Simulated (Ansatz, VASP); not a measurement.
# SiO2 in VASP and in Ansatz

INCAR

```
SYSTEM = SiO2
PREC = Accurate ; ENCUT = 520
EDIFF = 1E-6 ; ISMEAR = -1
SIGMA = 0.02 ; LREAL = .False.
LASPH = .True. ; NELM = 100
ALGO = Normal ; ISIF = 2
LWAVE = .False. ; LCHARG = .False.
GGA = PE ; NBANDS = 25
```

Contents of KPOINTS:

```
Automatic mesh
0
Gamma
  6 6 10
  0 0 0
```

The input POSCAR:

```
SiO2
1.0
    4.1851888049      0.0000000000      0.0000000000
    0.0000000000      4.1851888049      0.0000000000
    0.0000000000      0.0000000000      2.6688398925
Si O
2 4
Direct
    0.0000000000      0.0000000000      0.0000000000
    0.5000000000      0.5000000000      0.5000000000
    0.3061010091      0.3061010091      0.0000000000
    0.1938989909      0.8061010091      0.5000000000
    0.8061010091      0.1938989909      0.5000000000
    0.6938989909      0.6938989909      0.0000000000
```

Input for Ansatz:

```yaml
crystal:
  lattice:
    - [4.1851888049, 0.0, 0.0]
    - [0.0, 4.1851888049, 0.0]
    - [0.0, 0.0, 2.6688398925]
  atoms:
    - { symbol: Si, position: [0.0, 0.0, 0.0] }
    - { symbol: Si, position: [0.5, 0.5, 0.5] }
    - { symbol: O, position: [0.3061010091, 0.3061010091, 0.0] }
    - { symbol: O, position: [0.1938989909, 0.8061010091, 0.5] }
    - { symbol: O, position: [0.8061010091, 0.1938989909, 0.5] }
    - { symbol: O, position: [0.6938989909, 0.6938989909, 0.0] }
kpoints:
  mp_grid: { grid: [6, 6, 10] }
  band_path:
    path:
      - [[0.0, 0.0, 0.0], [-2.289769733471e-51, 0.5, 0.0], [0.5, 0.5, 0.0], [0.0, 0.0, 0.0], [0.0, 0.0, 0.5], [-2.289769733471e-51, 0.5, 0.5], [0.5, 0.5, 0.5], [0.0, 0.0, 0.5]]
      - [[-2.289769733471e-51, 0.5, 0.0], [-2.289769733471e-51, 0.5, 0.5]]
      - [[0.5, 0.5, 0.0], [0.5, 0.5, 0.5]]
    npoints: 10
hamiltonian:
  xc: pbe
scf:
  occupations: { method: fermi_dirac, width: 0.02 }
  n_extra_bands: 5
output:
  forces: true
  stress: true
  eigenvalues: true
```

The cell was built by a generator and needn't be a form met in nature.

Alike in both runs: task single point; functional PBE; k mesh 6 × 6 × 10; occupations fermi-dirac, width 0.02 eV; no spin polarisation.

|  | VASP | Ansatz |
| --- | --- | --- |
| version | VASP 6.6.1 | Ansatz 0.2.0 |
| potentials or method | VASP PAW PBE potentials, release 64 (Si, O) | plane waves, PAW |
| plane-wave cutoff (eV) | 520 | 420 |
| valence electrons in the cell | 32 | 32 |

Ansatz gave:

| Property | Result |
| --- | --- |
| gap on the k mesh at the Fermi level (eV) | 5.56 |
| pressure (GPa) | 9.6 |
| largest component of the traceless stress (GPa) | 0.81 |
| rms of the force components (eV/Å) | 0.039 |

**Question.** Which values does VASP return?

**Answer.** gap on the k mesh at the Fermi level (eV): 5.54; pressure (GPa): 9.8; largest component of the traceless stress (GPa): 1.25; rms of the force components (eV/Å): 0.048.

Atom by atom the forces differ by 0.009 eV/Å (rms over components).

A k mesh can miss the band edges. Expect the measured gap to be larger: semilocal functionals such as PBE lack the derivative discontinuity.
